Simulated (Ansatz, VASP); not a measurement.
## Te (dimer Te chain) in two plane-wave programs

Wanted: the spread between two codes on one cell, functional and k mesh. The structure shown is the start of the Ansatz relaxation below; VASP solves that cell, so the two are compared at the walk's first step.

Program: Ansatz 0.2.0. Level of theory: plane waves, with VASP 6.6.1 beside it; single point at PBEsol. Results are calculated unless marked as measured.

## Step 1: The structure

The cell holds 2 atoms: 2 Te. Cell: a = 7.500 Å, b = 7.500 Å, c = 5.244 Å, α = 90.0°, β = 90.0°, γ = 90.0°. Vacuum lies along a and b. The structure's axis is c.

## Step 2: Ansatz: relaxation, PBEsol

Ansatz runs on its default PAW (the set named soft_2) files.

The two programs are compared at the cell with which this relaxation starts, whose forces are those of its first step.

File input.yaml:

```yaml
crystal:
  lattice:
    - [7.5, 0.0, 0.0]
    - [0.0, 7.5, 0.0]
    - [0.0, 0.0, 5.244]
  atoms:
    - { symbol: Te, position: [0.5, 0.5, 0.0], spin: 0.3 }
    - { symbol: Te, position: [0.5, 0.5, 0.45], spin: 0.3 }
magnetization:
  spin_polarized: true
kpoints:
  mp_grid: { grid: [1, 1, 16] }
scf:
  occupations: { method: fermi_dirac, width: 0.05 }
hamiltonian:
  xc: pbesol
relax:
  cell: { fix: [a, b, alpha, beta, gamma] }
  max_steps: 60
```

Launch:

```bash
$ ansatz run input.yaml --threads 4 --pin off --max-ram 8192MiB --backend cpu --events-out ev --progress --plain --runs-dir out
```

Numbers of over 12 decimals in the logs are rounded to 6 here.

Output:

```text
Engine: ansatz 0.2.0, x86_64-unknown-linux-gnu
Pseudopotentials: kind: paw
Pseudopotential: Te, paw, valence charge 16, recommended cutoff 420 eV (normal), Te.paw.azcp
Functional definition: PBEsol
  exchange = pbesol_x
  correlation = pbesol_c
Crystal: 2 atoms, lattice volume = 294.975 Å³
Basis set: ecut = 420 eV, 5785 PW (Γ), exchange–correlation on 108×108×72 points (8 copies of the dense FFT grid, shifted against one another)
Bands: 21, of which v1, the nominal top of the filled ones, is band 16 counted from 1 (15 counted from 0)
Symmetry: 16 space group operations
Space group: P4/mmm (ITA 123), of the structure as read, at distance tolerance 6.7e-5 Å
Magnetic group: BNS 123.339 (UNI 999), of the structure as read, at distance tolerance 6.7e-5 Å
k-points: 9 of 16
Non-local potential: Te, projectors of the file, l = 0: 2, l = 1: 2, l = 2: 2, l = 3: 2
PAW form: soft (Blöchl's): semilocal exchange-correlation on the pseudo side does not see the compensation charge
PAW frozen core: Te, regenerated for the run's functional, and the local potential with it (the file was generated under x = pbe(κ = 0.804, μ = 0.219515), c = pbe(β = 0.066725))
PAW one-centre angular grid: Te, 590 points (default); XC on 64 Gauss nodes
Initial density: superposition of atomic densities (neutral atoms: chi_scale 0, normalization atom)
Starting moments: Σ|m| = 0.6 μB on 2 of 2 sites
Initial wavefunctions: pseudopotential atomic-orbital guess
Functional: x = pbesol(κ = 0.804, μ = 0.123457), c = pbesol(β = 0.046)
iter 1 solved again at ethr=4.16e-4 eV; its pass at ethr=3.10e-3 eV (dr2=1.33e-1 eV) is discarded
SCF iter   1: F=—  HF=-13800.792401 eV  |F-HF|=—  |Δ(HF+E_count)|=         —  Δρ=7.52e-3 (↑7.52e-3 ↓7.05e-3)  dr2=1.41e-1  dr2_m=1.15e-1  M=0.108 μB ∫|m|=0.108 μB  β_m=0.30  ethr=4.16e-4  ⟨swp⟩=1.1  Hψ=2574  notcnv=0
preconditioner: auto → LDOS  [metal: Δε(μ)=0.091 eV  Ē_g=7.875 eV  σ=0.050 eV  W_gap=0.43  n_scr=38 (ndim 8)  ℏωp=6.8 eV  f_vac=0.657  D(μ)=2.08/eV (n_scr^D=4)]
spin=Collinear: LDOS preconditioning applied to the charge; magnetization (m = ρ↑ − ρ↓) channel mixes plain (no charge-response kernel on spin).
SCF iter   2: F=—  HF=-13800.773323 eV  |F-HF|=—  |Δ(HF+E_count)|=   1.91e-2  Δρ=5.24e-3 (↑5.24e-3 ↓4.94e-3)  dr2=6.20e-2  dr2_m=5.75e-2  M=0.093 μB ∫|m|=0.093 μB  β_m=0.30  ethr=4.16e-4  ⟨swp⟩=2.2  Hψ=463  notcnv=0
SCF iter   3: F=—  HF=-13800.761041 eV  |F-HF|=—  |Δ(HF+E_count)|=   1.23e-2  Δρ=3.31e-3 (↑3.31e-3 ↓3.30e-3)  dr2=4.79e-3  dr2_m=2.88e-2  M=0.079 μB ∫|m|=0.079 μB  β_m=0.30  ethr=1.94e-4  ⟨swp⟩=3.1  Hψ=616  notcnv=0
SCF iter   4: F=—  HF=-13800.763031 eV  |F-HF|=—  |Δ(HF+E_count)|=   1.99e-3  Δρ=2.35e-3 (↑2.31e-3 ↓2.35e-3)  dr2=1.51e-3  dr2_m=1.44e-2  M=0.068 μB ∫|m|=0.068 μB  β_m=0.30  ethr=1.50e-5  ⟨swp⟩=2.1  Hψ=807  notcnv=0
SCF iter   5: F=—  HF=-13800.764225 eV  |F-HF|=—  |Δ(HF+E_count)|=   1.19e-3  Δρ=1.68e-3 (↑1.62e-3 ↓1.68e-3)  dr2=4.66e-4  dr2_m=7.26e-3  M=0.059 μB ∫|m|=0.059 μB  β_m=0.30  ethr=4.73e-6  ⟨swp⟩=3.0  Hψ=734  notcnv=0
SCF iter   6: F=—  HF=-13800.764935 eV  |F-HF|=—  |Δ(HF+E_count)|=   7.11e-4  Δρ=1.18e-3 (↑1.15e-3 ↓1.18e-3)  dr2=2.29e-5  dr2_m=3.67e-3  M=0.051 μB ∫|m|=0.051 μB  β_m=0.30  ethr=1.46e-6  ⟨swp⟩=2.0  Hψ=540  notcnv=0
SCF iter   7: F=—  HF=-13800.765299 eV  |F-HF|=—  |Δ(HF+E_count)|=   3.63e-4  Δρ=8.32e-4 (↑8.30e-4 ↓8.32e-4)  dr2=3.43e-6  dr2_m=1.87e-3  M=0.044 μB ∫|m|=0.044 μB  β_m=0.30  ethr=7.17e-8  ⟨swp⟩=2.5  Hψ=668  notcnv=0
Mixer restart at iter 7: flushing history
spin-set hold released at iteration 7 (site moments contracting): the magnetisation degrees of freedom join the quasi-Newton model from the next iteration; the mixer history was flushed
SCF iter   8: F=—  HF=-13800.765516 eV  |F-HF|=—  |Δ(HF+E_count)|=   2.17e-4  Δρ=5.96e-4 (↑5.95e-4 ↓5.96e-4)  dr2=1.26e-6  dr2_m=9.58e-4  M=0.038 μB ∫|m|=0.039 μB  β_m=0.65  ethr=1.07e-8  ⟨swp⟩=2.0  Hψ=488  notcnv=0
[...]
Crystal: 2 atoms, lattice volume = 306.340 Å³
Basis set: ecut = 420 eV, 5995 PW (Γ), exchange–correlation on 108×108×72 points (8 copies of the dense FFT grid, shifted against one another)
[...]
preconditioner: auto → Resta (q_TF=auto, 1.872 Å⁻¹)  ε∞=1.7  [insulator: Δε(μ)=0.276 eV  Ē_g=8.933 eV  σ=0.050 eV  W_gap=0.73  n_scr=30 (ndim 8)  ℏωp=7.3 eV  f_vac=0.666  D(μ)=2.05/eV (n_scr^D=4)  ε∞_Penn≈1.7  vacuum switching on, ρ_ref=5.8e-3 e/Å³]
spin=Collinear: Resta preconditioning applied to the charge; magnetization (m = ρ↑ − ρ↓) channel mixes plain (no charge-response kernel on spin).
[...]
SCF iter   7: F=-13801.382088 eV  HF=-13801.382088 eV  |F-HF|=3.02e-10  |Δ(HF+E_count)|=   1.71e-9  Δρ=2.05e-7 (↑1.65e-7 ↓2.05e-7)  dr2=5.55e-10  dr2_m=2.18e-11  M=0.000 μB ∫|m|=0.000 μB  ethr=3.86e-11  ⟨swp⟩=1.5  Hψ=1036  notcnv=0
the starting moments were not kept: the SCF closed with an absolute magnetisation of 5.0e-6 μB, where they sum to 0.6 μB in size (2 sites). That is at most 0.1 of that sum. Measured as dr2_m measures the in/out step, that magnetisation stands 2.1e-12 eV from none, at or under the dr2_threshold of 2.0e-7 eV: it is no larger than a step whose dr2_m would equal this threshold.
SCF 5 converged in 7 iterations: F = -13801.382088 eV  dr2 = 5.55e-10
relax step   5: F+E_penalty+E_count = -13801.38208753 eV  Δ(F+E_penalty+E_count) = -1.500e-3 eV  max|allowed force component| = 4.289e-3 eV/Å  Δτ_max = 0.0131 Å  P = +0.110 GPa  Ω = 306.340 Å³  energy of the carried Pulay correction = -4.717e-4 eV  fix = [a, b, alpha, beta, gamma]  reactions: a +0.155, b +0.155 GPa  (7 SCF iters, dr2 threshold 2.00e-7 eV, accepted)
Basis set: ecut = 420 eV, 5995 PW (Γ), exchange–correlation on 108×108×80 points (8 copies of the dense FFT grid, shifted against one another)
Initial wavefunctions: pseudopotential atomic-orbital guess (no wavefunctions were taken with the density)
iter 1 solved again at ethr=8.80e-7 eV; its pass at ethr=3.10e-3 eV (dr2=2.82e-4 eV) is discarded
SCF iter   1: F=—  HF=-13801.378948 eV  |F-HF|=—  |Δ(HF+E_count)|=         —  Δρ=6.12e-5 (↑6.12e-5 ↓6.12e-5)  dr2=1.16e-6  dr2_m=2.19e-11  M=0.000 μB ∫|m|=0.000 μB  β_m=0.30  ethr=8.80e-7  ⟨swp⟩=3.0  Hψ=2910  notcnv=0
preconditioner: auto → Resta (q_TF=auto, 1.872 Å⁻¹)  ε∞=1.7  [insulator: Δε(μ)=0.271 eV  Ē_g=8.941 eV  σ=0.050 eV  W_gap=0.73  n_scr=30 (ndim 8)  ℏωp=7.3 eV  f_vac=0.666  D(μ)=2.05/eV (n_scr^D=4)  ε∞_Penn≈1.7  vacuum switching on, ρ_ref=5.8e-3 e/Å³]
spin=Collinear: Resta preconditioning applied to the charge; magnetization (m = ρ↑ − ρ↓) channel mixes plain (no charge-response kernel on spin).
SCF iter   2: F=—  HF=-13801.380660 eV  |F-HF|=—  |Δ(HF+E_count)|=   1.71e-3  Δρ=4.28e-5 (↑4.28e-5 ↓4.28e-5)  dr2=5.48e-7  dr2_m=1.30e-11  M=0.000 μB ∫|m|=0.000 μB  β_m=0.58  ethr=3.64e-9  ⟨swp⟩=2.0  Hψ=670  notcnv=0
SCF iter   3: F=—  HF=-13801.382550 eV  |F-HF|=—  |Δ(HF+E_count)|=   1.89e-3  Δρ=4.27e-6 (↑4.27e-6 ↓4.27e-6)  dr2=1.40e-8  dr2_m=7.20e-13  M=0.000 μB ∫|m|=0.000 μB  β_m=0.63  ethr=1.71e-9  ⟨swp⟩=3.8  Hψ=794  notcnv=0
SCF iter   4: F=—  HF=-13801.382569 eV  |F-HF|=—  |Δ(HF+E_count)|=   1.93e-5  Δρ=5.63e-7 (↑5.63e-7 ↓5.61e-7)  dr2=1.45e-9  dr2_m=1.35e-13  M=0.000 μB ∫|m|=0.000 μB  β_m=0.77  ethr=4.38e-11  ⟨swp⟩=2.2  Hψ=498  notcnv=0
SCF iter   5: F=—  HF=-13801.382584 eV  |F-HF|=—  |Δ(HF+E_count)|=   1.49e-5  Δρ=1.22e-7 (↑1.21e-7 ↓1.22e-7)  dr2=1.91e-10  dr2_m=1.70e-14  M=0.000 μB ∫|m|=0.000 μB  β_m=0.65  ethr=4.54e-12  ⟨swp⟩=3.4  Hψ=652  notcnv=0
SCF iter   6: F=—  HF=-13801.382584 eV  |F-HF|=—  |Δ(HF+E_count)|=  5.35e-10  Δρ=8.32e-8 (↑8.30e-8 ↓8.32e-8)  dr2=8.40e-11  dr2_m=1.18e-14  M=0.000 μB ∫|m|=0.000 μB  β_m=0.82  ethr=1.00e-12  ⟨swp⟩=2.0  Hψ=436  notcnv=0
SCF iter   7: F=—  HF=-13801.382584 eV  |F-HF|=—  |Δ(HF+E_count)|=  9.17e-10  Δρ=5.27e-8 (↑5.27e-8 ↓5.20e-8)  dr2=3.92e-11  dr2_m=1.57e-15  M=0.000 μB ∫|m|=0.000 μB  β_m=0.67  ethr=1.00e-12  ⟨swp⟩=2.1  Hψ=520  notcnv=0
SCF iter   8: F=-13801.382584 eV  HF=-13801.382584 eV  |F-HF|=1.86e-10  |Δ(HF+E_count)|=  3.35e-10  Δρ=1.91e-8 (↑1.91e-8 ↓1.88e-8)  dr2=4.57e-12  dr2_m=6.81e-16  M=0.000 μB ∫|m|=0.000 μB  ethr=1.00e-12  ⟨swp⟩=6.0  Hψ=1498  notcnv=0
the starting moments were not kept: the SCF closed with an absolute magnetisation of 6.7e-8 μB, where they sum to 0.6 μB in size (2 sites). That is at most 0.1 of that sum. Measured as dr2_m measures the in/out step, that magnetisation stands 3.2e-16 eV from none, at or under the dr2_threshold of 2.0e-11 eV: it is no larger than a step whose dr2_m would equal this threshold.
SCF 6 converged in 8 iterations: F = -13801.382584 eV  dr2 = 4.57e-12
relax step   6: F+E_penalty+E_count = -13801.38258388 eV  Δ(F+E_penalty+E_count) = -4.964e-4 eV  max|allowed force component| = 4.290e-3 eV/Å  Δτ_max = 0.0000 Å  P = +0.109 GPa  Ω = 306.340 Å³  fix = [a, b, alpha, beta, gamma]  reactions: a +0.154, b +0.154 GPa  stress off target by 2.03e-2 GPa on what of the cell is left free  SCF on the basis re-selected at this cell (its energy is not comparable with the rows above)  (8 SCF iters)
basis re-selected at this cell: Δ(F+E_penalty+E_count) = -4.964e-4 eV, ΔP = -0.001 GPa vs the last step (what re-selecting the basis moved, of the pressure what is left beyond the Pulay correction that the steps carried, after the strain that the cell walked since its last selection, with what the two solves' SCF thresholds leave and, on support functions, any second-order correction that the steps lacked; it is no measure of the basis error at this ecutwfc). The dense FFT grid was sized anew with the basis: this SCF ran on 54×54×40 points, the steps before it on 54×54×36, so part of this shift can come from that change (see relax.cell in the input reference). [rest of the remark cut]
SCF converged after 8 iterations
Magnetization: 0.0000 μB (16.0000 up, 16.0000 down)
Absolute magnetization: 0.0000 μB (∫|ρ↑−ρ↓|, with the PAW one-centre terms)
Spin contamination: 0.0000 ħ² per cell (⟨S²⟩ above its minimum at these occupations)
Per-site moments (μB) at R_I (Å): [(1.5849734996326846e-8, 1.122855), (1.5849735013503357e-8, 1.122855)]
Free energy (F): -13801.382584 eV
Harris-Foulkes:  -13801.382584 eV  (|F-HF|=1.86e-10)
Internal energy: -13801.366407 eV  (E = F + TS)
E sigma→0 (E₀):  -13801.374496 eV
Entropy (-TS):   -0.016177 eV (-8.088 meV/atom)
Fermi energy:    -2.175739 eV
--- Per-component energies (eV) ---
  E_band       = -862.889064
  E_kinetic    = 360.328287
  E_local      = -6385.860594  (includes V_loc(G=0)·N_el)
  E_nonlocal   = -615.629268
  E_hartree    = 3371.866319
  E_xc         = -244.523742
  E_vxc        = -205.193917  (∫ρ·V_xc dr)
  E_paw        = -9169.274006  (= ΣΔE_a)
  E_vpaw       = -760.266028  (= ΣTr[D̂ρ^β])
  E_aug_tail   = -0.000404  (compensation charges beyond the density's cutoff)
  E_ewald      = -1119.022630
  E_core_change = 0.749630  (= ΣΔE_core)
  E_smearing   = -0.016177  (= −TS)
  E_closure    = 0.000000  (closes the sum)
  Σ components = -13801.382584   (vs F -13801.382584, Δ=0.00e0)
--- Forces (eV/Å), atoms counted from 1 ---
  atom   1  Te     0.00000000     0.00000000     0.00429002
  atom   2  Te     0.00000000     0.00000000    -0.00429002
  max |Σ_I F_I| component: 2.52e-29 eV/Å
--- Stress (GPa, compression-positive) ---
        0.154025       0.000000       0.000000
        0.000000       0.154025       0.000000
        0.000000       0.000000       0.020289
  P = ⅓ Tr σ = 0.1094 GPa (1.094 kbar)
--- Relaxed structure (5 steps of the walk, 5 accepted, 1 SCFs on fresh bases) ---
  F+E_penalty+E_count = -13801.38258388 eV   max|allowed force component| = 4.290e-3 eV/Å   (the final SCF, on the basis selected at the relaxed cell)
  cell:  # Å, volume = 306.3396 Å³
    - [7.5, 0.0, 0.0]
    - [0.0, 7.5, 0.0]
    - [0.0, 0.0, 5.446037]
  atoms:
    - { symbol: Te, position: [0.5, 0.5, -0.025087] }
    - { symbol: Te, position: [0.5, 0.5, 0.475087] }
```

The column dr2 measures how far the density is from self-consistency, as an energy; F and HF (Harris–Foulkes) agree once it is small.

(Continued in part 2 of 2.)

[Lines on the potential files, build, host, timing and source positions are cut from VASP's logs without a mark.]

[Logs are printed without paths, hosts, clocks, repeated set-up lines and the standing remarks that a program may print on its own settings, such as how far it seeks lower states.]

[Hosts, paths, dates, database ids (printed as entryN), source tags and the programs' standing remarks are cut or masked in the printed files.]
